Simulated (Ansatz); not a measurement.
# NbAs (I4_1md) in Ansatz: notebook

One crystal, NbAs, is run at these levels: PBEsol; tasks: relaxation of cell and atoms.

All numbers are computed with Ansatz 0.2.0; they aren't measurements. Logs are shortened: lines on timing, memory, paths and dates and some standing lists are left out, and cuts for length are marked.

## (1) The structure

Symmetry: I4_1md, No. 109, tetragonal system. Conventional cell: a = 3.452 Å, b = 3.452 Å, c = 11.680 Å, α = 90.00°, β = 90.00°, γ = 90.00°. Nb (site symmetry 2mm) is surrounded by 6 As at 2.60 to 2.63 Å. As (site symmetry 2mm) is surrounded by 6 Nb at 2.60 to 2.63 Å.

## (2) Relaxation of cell and atoms, PBEsol

Contents of input.yaml:

```yaml
crystal:
  lattice:
    - [-1.72585, 1.72585, 5.84]
    - [1.72585, -1.72585, 5.84]
    - [1.72585, 1.72585, -5.84]
  atoms:
    - { symbol: Nb, position: [0.5, 0.0, 0.5] }
    - { symbol: Nb, position: [0.75, 0.75, 0.0] }
    - { symbol: As, position: [0.916, 0.416, 0.5] }
    - { symbol: As, position: [0.166, 0.166, 0.0] }
hamiltonian:
  xc: pbesol
  pseudopotentials: { kind: paw }
kpoints:
  mp_grid: { grid: [11, 11, 11] }
scf:
  occupations: { method: fermi_dirac, width: 0.05 }
output:
  forces: true
  stress: true
  eigenvalues: true
relax:
  f_tol: 0.01
  max_steps: 40
  cell: { stress_tol: 0.05 }
```

Potentials or basis: Ansatz PAW.

Run with:

```bash
$ ansatz run input.yaml --threads 2 --pin off --max-ram 5632MiB --backend cpu --events-out ev --progress --plain --runs-dir out
```

The log of the run:

```text
Warning: RAYON_NUM_THREADS=2 ignored (pool sized by the plan → 2); use --threads N
basis.fft_grid_basis auto: the FFT boxes are laid along the combinations [[1, 0, 1], [0, 1, 1], [0, 0, 1]] of the cell's own vectors, 3.452, 3.452 and 6.330 Å long. The dense box has 24×24×45 points. Along the cell's own vectors, as sized, it would have 45×45×45, 3.52 times as many. Of the 8 symmetry operations that the crystal satisfies within crystal.symmetry.tolerance (time reversal apart; of a slab, those that keep its plane) the dense box along the cell's own vectors carries 8, and the one as laid loses 6 of those. basis.fft_grid_basis: typed keeps the cell's own vectors: state it where this run's energies or levels are differenced outside the engine with another run's, or held beside a run that keeps those vectors.
Engine: ansatz 0.2.0, x86_64-unknown-linux-gnu
Pseudopotentials: kind: paw
Pseudopotential: Nb, paw, valence charge 13, recommended cutoff 420 eV (normal), Nb.paw.azcp
Pseudopotential: As, paw, valence charge 15, recommended cutoff 420 eV (normal), As.paw.azcp
Functional definition: PBEsol
  exchange = pbesol_x
  correlation = pbesol_c
Crystal: 4 atoms, lattice volume = 69.579 Å³
Basis set: ecut = 420 eV, 1371 PW (Γ), FFT grids on a1+a3, a2+a3, a3, exchange–correlation on 48×48×90 points (8 copies of the dense FFT grid, shifted against one another)
Bands: 34, of which v1, the nominal top of the filled ones, is band 28 counted from 1 (27 counted from 0)
Symmetry: 8 space group operations
Space group: I41md (ITA 109), of the structure as read, at distance tolerance 4.1e-5 Å
k-points: 126 of 1331 (time reversal used)
Non-local potential: Nb, projectors of the file, l = 0: 3, l = 1: 2, l = 2: 2, l = 3: 1
Non-local potential: As, projectors of the file, l = 0: 2, l = 1: 2, l = 2: 3, l = 3: 1
PAW form: soft (Blöchl's): semilocal exchange-correlation on the pseudo side does not see the compensation charge
PAW frozen core: Nb, regenerated for the run's functional, and the local potential with it (the file was generated under x = pbe(κ = 0.804, μ = 0.2195149727645171), c = pbe(β = 0.06672455060314922))
PAW frozen core: As, regenerated for the run's functional, and the local potential with it (the file was generated under x = pbe(κ = 0.804, μ = 0.2195149727645171), c = pbe(β = 0.06672455060314922))
PAW one-centre angular grid: Nb, 590 points (default); XC on 64 Gauss nodes
PAW one-centre angular grid: As, 590 points (default); XC on 64 Gauss nodes
Initial density: superposition of atomic densities (neutral atoms: chi_scale 0, normalization atom), corrected by the library's trained network
Initial wavefunctions: pseudopotential atomic-orbital guess
Functional: x = pbesol(κ = 0.804, μ = 0.12345679012345678), c = pbesol(β = 0.046)
SCF iter   1: F=—  HF=-18619.962165 eV  |F-HF|=—  |Δ(HF+E_count)|=         —  Δρ=8.27e-3  dr2=3.70e-2  ethr=1.77e-3  ⟨swp⟩=5.9  Hψ=17297  notcnv=0
preconditioner: auto → Kerker (q_TF=auto, 2.631 Å⁻¹)  [metal: Δε(μ)=0.023 eV  Ē_g=6.972 eV  σ=0.050 eV  W_gap=0.12  n_scr=24 (ndim 8)  ℏωp=19.9 eV  f_vac=0.000  D(μ)=0.70/eV (n_scr^D=2)]
SCF iter   2: F=—  HF=-18619.956429 eV  |F-HF|=—  |Δ(HF+E_count)|=   5.74e-3  Δρ=4.70e-3  dr2=1.17e-2  ethr=6.61e-5  ⟨swp⟩=1.2  Hψ=5345  notcnv=0
SCF iter   3: F=—  HF=-18619.954710 eV  |F-HF|=—  |Δ(HF+E_count)|=   1.72e-3  Δρ=6.41e-4  dr2=2.80e-4  ethr=2.08e-5  ⟨swp⟩=2.0  Hψ=5836  notcnv=0
SCF iter   4: F=—  HF=-18619.954676 eV  |F-HF|=—  |Δ(HF+E_count)|=   3.35e-5  Δρ=2.23e-4  dr2=3.80e-5  ethr=4.99e-7  ⟨swp⟩=2.0  Hψ=7373  notcnv=0
SCF iter   5: F=—  HF=-18619.954648 eV  |F-HF|=—  |Δ(HF+E_count)|=   2.81e-5  Δρ=7.76e-5  dr2=5.14e-6  ethr=6.78e-8  ⟨swp⟩=2.0  Hψ=7456  notcnv=0  defer=1
[... 51 lines left out ...]
E sigma→0 (E₀):  -18619.967032 eV
Entropy (-TS):   -0.005842 eV (-1.461 meV/atom)
Fermi energy:    16.440545 eV
--- Per-component energies (eV) ---
  E_band       = -475.233263
  E_kinetic    = 1000.203289
  E_local      = -4294.266637  (includes V_loc(G=0)·N_el)
  E_nonlocal   = -1092.832098
  E_hartree    = 2128.431084
  E_xc         = -509.347251
  E_vxc        = -587.653137  (∫ρ·V_xc dr)
  E_paw        = -9623.113134  (= ΣΔE_a)
  E_vpaw       = 242.453159  (= ΣTr[D̂ρ^β])
  E_aug_tail   = 0.000024  (compensation charges beyond the density's cutoff)
  E_ewald      = -6231.349662
  E_core_change = 2.310275  (= ΣΔE_core)
  E_smearing   = -0.005842  (= −TS)
  E_closure    = 0.000000  (closes the sum)
  Σ components = -18619.969953   (vs F -18619.969953, Δ=0.00e0)
--- Forces (eV/Å), atoms counted from 1 ---
  atom   1  Nb     0.00000000     0.00000000    -0.00607840
  atom   2  Nb    -0.00000000    -0.00000000    -0.00607840
  atom   3  As     0.00000000     0.00000000     0.00607841
  atom   4  As    -0.00000000    -0.00000000     0.00607841
  max |Σ_I F_I| component: 2.70e-8 eV/Å
--- Stress (GPa, compression-positive) ---
       -0.037275       0.000000      -0.000000
        0.000000      -0.037275      -0.000000
       -0.000000       0.000000       0.022006
  P = ⅓ Tr σ = -0.0175 GPa (-0.175 kbar)
--- Band table (eV; the first three rows and the last of 126) ---
  k-point 0: bands = ["-38.5281", "-38.4966", "-19.0550", "-19.0550", "-19.0399", "-19.0356", "-19.0329", "-19.0313", "-19.0249", "-19.0248", "-19.0248", "-19.0217", "-14.7945", "-14.6707", "-14.6707", "-14.5191", "-14.5191", "-14.4553", "3.1258", "5.4537", "10.1955", "13.5742", "14.2095", "14.2095", "14.3434", "14.7315", "15.0548", "15.0548", "17.1447", "17.7401", "18.9564", "19.4774", "19.4774", "20.3051"]
  k-point 1: bands = ["-38.5254", "-38.4953", "-19.0557", "-19.0545", "-19.0392", "-19.0354", "-19.0344", "-19.0333", "-19.0251", "-19.0246", "-19.0228", "-19.0209", "-14.7853", "-14.6878", "-14.6838", "-14.5368", "-14.5309", "-14.4545", "3.3323", "5.5182", "10.3208", "13.1666", "13.9935", "14.0912", "14.0957", "14.6128", "15.1584", "15.2907", "16.8642", "17.3769", "18.9177", "19.1583", "19.7652", "20.1057"]
  k-point 2: bands = ["-38.5181", "-38.4920", "-19.0578", "-19.0528", "-19.0394", "-19.0374", "-19.0365", "-19.0343", "-19.0243", "-19.0241", "-19.0198", "-19.0187", "-14.7713", "-14.7318", "-14.7059", "-14.5793", "-14.5617", "-14.4569", "3.8878", "5.6487", "10.7442", "12.3134", "12.9711", "13.4627", "13.6941", "14.8576", "15.5331", "15.6750", "16.6675", "16.8591", "18.5508", "19.1304", "20.1619", "20.2700"]
  k-point 125: bands = ["-38.5117", "-38.5111", "-19.0571", "-19.0568", "-19.0366", "-19.0366", "-19.0332", "-19.0328", "-19.0239", "-19.0236", "-19.0226", "-19.0226", "-14.7043", "-14.6773", "-14.6270", "-14.6199", "-14.5232", "-14.5073", "4.1504", "4.1690", "12.3197", "12.4570", "13.3902", "13.7025", "13.7949", "14.2752", "15.4456", "16.0063", "17.1708", "17.9688", "18.2356", "18.4993", "19.6290", "19.7723"]
--- Relaxed structure (3 steps of the walk, 3 accepted, 1 SCFs on fresh bases) ---
  F+E_penalty+E_count = -18619.96995277 eV   max|allowed force component| = 6.078e-3 eV/Å   (the final SCF, on the basis selected at the relaxed cell)
  cell:  # Å, volume = 68.5854 Å³
    - [-1.7198421417216685, 1.7198421417216685, 5.796881122170612]
    - [1.7198421417216685, -1.7198421417216685, 5.796881122170612]
    - [1.7198421417216685, 1.7198421417216685, -5.796881122170612]
  atoms:
    - { symbol: Nb, position: [0.49875754275579853, -0.0012424572442014622, 0.5] }
    - { symbol: Nb, position: [0.7487575427557984, 0.7487575427557984, -2.4507990808910982e-33] }
    - { symbol: As, position: [0.9172424572442016, 0.41724245724420145, 0.5000000000000001] }
    - { symbol: As, position: [0.16724245724420145, 0.16724245724420145, 6.148169498053313e-34] }
```

Wall time 52 s (2 threads of Intel Xeon Platinum 8259CL at 2.50GHz (Skylake/Cascade Lake), shared host); peak memory 0.58 GiB.

What came out:

```
Free energy                            : -18619.9700 eV
Relaxed volume                         : 17.15 Å³/atom
Relaxed cell                           : a = 6.286 Å, b = 6.286 Å, c = 6.286 Å, α = 148.25°, β = 148.25°, γ = 45.52°
Space group after relaxing (to 0.05 Å) : I4_1md (No. 109)
Energy gained by relaxing              : 3.8 meV/atom
Ionic steps                            : 4
Pressure after relaxing                : 0.0 GPa
Largest force after relaxing           : 0.006 eV/Å
Band gap on the k mesh                 : 0.06 eV, indirect (least direct gap 0.08 eV)
```

Forces in eV/Å, atoms in the order of the input:
```
Nb   0.000  0.000 -0.006
Nb   0.000  0.000 -0.006
As   0.000  0.000  0.006
As   0.000  0.000  0.006
```

Step by step:
| step | energy change (eV) | largest force (eV/Å) | volume (Å³) |
| --- | --- | --- | --- |
| 1 | 0.0000 | 0.2880 | 69.58 |
| 2 | -0.0014 | 0.1646 | 67.42 |
| 3 | -0.0155 | 0.0061 | 68.59 |
| 4 | -0.0153 | 0.0061 | 68.59 |

Final structure:
```
Nb As
1.0
    -1.71984    1.71984    5.79688
     1.71984   -1.71984    5.79688
     1.71984    1.71984   -5.79688
Nb As
2 2
Direct
  0.49876 0.99876 0.50000
  0.74876 0.74876 0.00000
  0.91724 0.41724 0.50000
  0.16724 0.16724 0.00000
```

Levels at points of the mesh, in eV from the valence-band top:
| k point | band 26 | band 27 | band 28 | band 29 | band 30 | band 31 |
| --- | --- | --- | --- | --- | --- | --- |
| (0.00, 0.00, 0.00) | -1.69 | -1.36 | -1.36 | 0.73 | 1.32 | 2.54 |

Caveat: odd divisions of the mesh miss points on the zone boundary, where band edges often lie, so the gap on the mesh can be too wide; the plane-wave basis is chosen anew once the cell has moved, so the energies of steps on either side of that aren't comparable; the PAW data sets come from PBE, with cores solved anew for the run's functional, which leaves a small shift of forces and pressure.

## (3) Relaxation of cell and atoms, PBEsol, target pressure 2 GPa, at which the enthalpy is minimised

Changes to input.yaml since step 2:

```diff
@@ -24,2 +24,2 @@
   max_steps: 40
-  cell: { stress_tol: 0.05 }
+  cell: { stress_tol: 0.05, p_target: 2.0 }
```

Potentials or basis: Ansatz PAW.

Run with:

```bash
$ ansatz run input.yaml --threads 2 --pin off --max-ram 5632MiB --backend cpu --events-out ev --progress --plain --runs-dir out
```

It took 63 s on 2 threads of Intel Xeon Platinum 8259CL at 2.50GHz (Skylake/Cascade Lake), shared host; peak memory 0.59 GiB.

The run converged. Its results:

- Free energy: -18619.9653 eV
- Relaxed volume: 16.96 Å³/atom
- Relaxed cell: a = 6.256 Å, b = 6.256 Å, c = 6.256 Å, α = 148.19°, β = 148.19°, γ = 45.61°
- Space group after relaxing (to 0.05 Å): I4_1md (No. 109)
- Energy change on relaxing (the enthalpy is what falls): -2.7 meV/atom
- Ionic steps: 4
- Pressure after relaxing: 2.0 GPa
- Band gap on the k mesh: 0.06 eV, indirect (least direct gap 0.10 eV)

The path:
```tsv
step	energy change (eV)	largest force (eV/Å)	volume (Å³)
1	0.0000	0.2880	69.58
2	-0.0114	0.0271	67.86
3	-0.0109	0.0000	67.82
4	-0.0106	0.0000	67.82
```

Final structure:
```
Nb As
1.0
    -1.71466    1.71466    5.76695
     1.71466   -1.71466    5.76695
     1.71466    1.71466   -5.76695
Nb As
2 2
Direct
  0.49865 0.99865 0.50000
  0.74865 0.74865 0.00000
  0.91735 0.41735 0.50000
  0.16735 0.16735 0.00000
```

Levels at points of the mesh, in eV from the valence-band top:
```
           k point  band 25  band 26  band 27  band 28  band 29  band 30  band 31  band 32
(0.00, 0.00, 0.00)    -2.10    -1.70    -1.37    -1.37     0.73     1.34     2.59     3.10
```

Caveat: odd divisions of the mesh miss points on the zone boundary, where band edges often lie, so the gap on the mesh can be too wide; the plane-wave basis is chosen anew once the cell has moved, so the energies of steps on either side of that aren't comparable; the PAW data sets come from PBE, with cores solved anew for the run's functional, which leaves a small shift of forces and pressure. A k mesh can miss the band edges.

## (4) Relaxation of cell and atoms, PBEsol, target pressure 5 GPa, at which the enthalpy is minimised

Changes to input.yaml since step 3:

```diff
@@ -21,2 +21,6 @@
   eigenvalues: true
+  write_density: true
+  write_potential: true
+  elf: true
+  volumetric_format: npy
 relax:
@@ -24,2 +28,2 @@
   max_steps: 40
-  cell: { stress_tol: 0.05, p_target: 2.0 }
+  cell: { stress_tol: 0.05, p_target: 5.0 }
```

Run with:

```bash
$ ansatz run input.yaml --threads 2 --pin off --max-ram 5632MiB --backend cpu --events-out ev --progress --plain --runs-dir out
```

Run time: 82 s. Hardware: 2 threads of Intel Xeon Platinum 8259CL at 2.50GHz (Skylake/Cascade Lake), shared host; peak memory 0.59 GiB.

The run converged. Its results:

```yaml
Free_energy: -18619.9423 eV
Relaxed_volume: 16.69 Å³/atom
Relaxed_cell: a = 6.213 Å, b = 6.213 Å, c = 6.213 Å, α = 148.10°, β = 148.10°, γ = 45.74°
Space_group_after_relaxing_to_0.05_Å: I4_1md (No. 109)
Energy_change_on_relaxing_the_enthalpy_is_what_falls: +3.1 meV/atom
Ionic_steps: 4
Pressure_after_relaxing: 5.0 GPa
Band_gap_on_the_k_mesh: 0.06 eV, indirect (least direct gap 0.08 eV)
```

Step by step:
| step | energy change (eV) | largest force (eV/Å) | volume (Å³) |
| --- | --- | --- | --- |
| 1 | 0.0000 | 0.2880 | 69.58 |
| 2 | 0.0065 | 0.0365 | 66.95 |
| 3 | 0.0119 | 0.0018 | 66.76 |
| 4 | 0.0124 | 0.0018 | 66.76 |

Final structure:
```
CELL_PARAMETERS angstrom
-1.70745 1.70745 5.72478
1.70745 -1.70745 5.72478
1.70745 1.70745 -5.72478
ATOMIC_POSITIONS crystal
Nb 0.49852 0.99852 0.50000
Nb 0.74852 0.74852 0.00000
As 0.91748 0.41748 0.50000
As 0.16748 0.16748 0.00000
```

Levels at points of the mesh, in eV from the valence-band top:
```tsv
k point	band 24	band 25	band 26	band 27	band 28	band 29	band 30	band 31	band 32	band 33
(0.00, 0.00, 0.00)	-2.25	-2.14	-1.72	-1.38	-1.38	0.73	1.37	2.66	3.15	3.15
```

Caveat: odd divisions of the mesh miss points on the zone boundary, where band edges often lie, so the gap on the mesh can be too wide; the plane-wave basis is chosen anew once the cell has moved, so the energies of steps on either side of that aren't comparable; the PAW data sets come from PBE, with cores solved anew for the run's functional, which leaves a small shift of forces and pressure. A k mesh can miss the band edges.

## (5) Relaxation of cell and atoms, PBEsol, target pressure 10 GPa, at which the enthalpy is minimised

Changes to input.yaml since step 4:

```diff
@@ -28,2 +28,2 @@
   max_steps: 40
-  cell: { stress_tol: 0.05, p_target: 5.0 }
+  cell: { stress_tol: 0.05, p_target: 10.0 }
```

Run with:

```bash
$ ansatz run input.yaml --threads 2 --pin off --max-ram 5632MiB --backend cpu --events-out ev --progress --plain --runs-dir out
```

Run time: 95 s. Hardware: 2 threads of Intel Xeon Platinum 8259CL at 2.50GHz (Skylake/Cascade Lake), shared host; peak memory 0.61 GiB.

Results (log left out):

* Free energy: -18619.8679 eV
* Relaxed volume: 16.29 Å³/atom
* Relaxed cell: a = 6.146 Å, b = 6.146 Å, c = 6.146 Å, α = 147.95°, β = 147.95°, γ = 45.96°
* Space group after relaxing (to 0.05 Å): I4_1md (No. 109)
* Energy change on relaxing (the enthalpy is what falls): +21.7 meV/atom
* Ionic steps: 6
* Pressure after relaxing: 10.0 GPa
* Band gap on the k mesh: none (metal or under the smearing width)

Forces on the atoms (eV/Å):
```
Nb   0.000  0.000  0.002
Nb   0.000  0.000  0.002
As   0.000  0.000 -0.002
As   0.000  0.000 -0.002
```

The path:
```tsv
step	energy change (eV)	largest force (eV/Å)	volume (Å³)
1	0.0000	0.2880	69.58
2	0.4405	0.1405	61.71
3	0.0666	0.0215	65.50
4	0.0867	0.0032	65.15
5	0.0860	0.0022	65.16
6	0.0867	0.0022	65.16
```

Final structure:
```cif
data_structure
_symmetry_space_group_name_H-M 'P 1'
_symmetry_Int_Tables_number 1
_cell_length_a 6.1464
_cell_length_b 6.1464
_cell_length_c 6.1464
_cell_angle_alpha 147.952
_cell_angle_beta 147.952
_cell_angle_gamma 45.956
_cell_volume 65.16
loop_
_atom_site_label
_atom_site_type_symbol
_atom_site_fract_x
_atom_site_fract_y
_atom_site_fract_z
_atom_site_occupancy
Nb1 Nb 0.49828 0.99828 0.50000 1
Nb2 Nb 0.74828 0.74828 0.00000 1
As1 As 0.91772 0.41772 0.50000 1
As2 As 0.16772 0.16772 0.00000 1
```

Levels at points of the mesh, in eV from the Fermi level:
| k point | band 24 | band 25 | band 26 | band 27 | band 28 | band 29 | band 30 | band 31 | band 32 | band 33 |
| --- | --- | --- | --- | --- | --- | --- | --- | --- | --- | --- |
| (0.00, 0.00, 0.00) | -2.33 | -2.24 | -1.78 | -1.44 | -1.44 | 0.70 | 1.37 | 2.73 | 3.20 | 3.20 |

Caveat: the plane-wave basis is chosen anew once the cell has moved, so the energies of steps on either side of that aren't comparable; the PAW data sets come from PBE, with cores solved anew for the run's functional, which leaves a small shift of forces and pressure.

## (6) The runs side by side

```tsv
cell	target pressure (GPa)	gap on the mesh (eV)	pressure (GPa)
relaxed	0	0.06	0.0
relaxed to 2 GPa	2	0.06	2.0
relaxed to 5 GPa	5	0.06	5.0
relaxed to 10 GPa	10	none	10.0
```

Alike in all rows: task relaxation of cell and atoms; level PBEsol; potentials or basis Ansatz PAW; no spin polarisation; k mesh 11 × 11 × 11; cutoff (eV) 420; smearing fermi-dirac 0.05 eV.

Caveats: the plane-wave basis is chosen anew once the cell has moved, so the energies of steps on either side of that aren't comparable; the PAW data sets come from PBE, with cores solved anew for the run's functional, which leaves a small shift of forces and pressure; odd divisions of the mesh miss points on the zone boundary, where band edges often lie, so the gap on the mesh can be too wide (some runs).

Absolute energies hang on the potentials; compare differences alone.
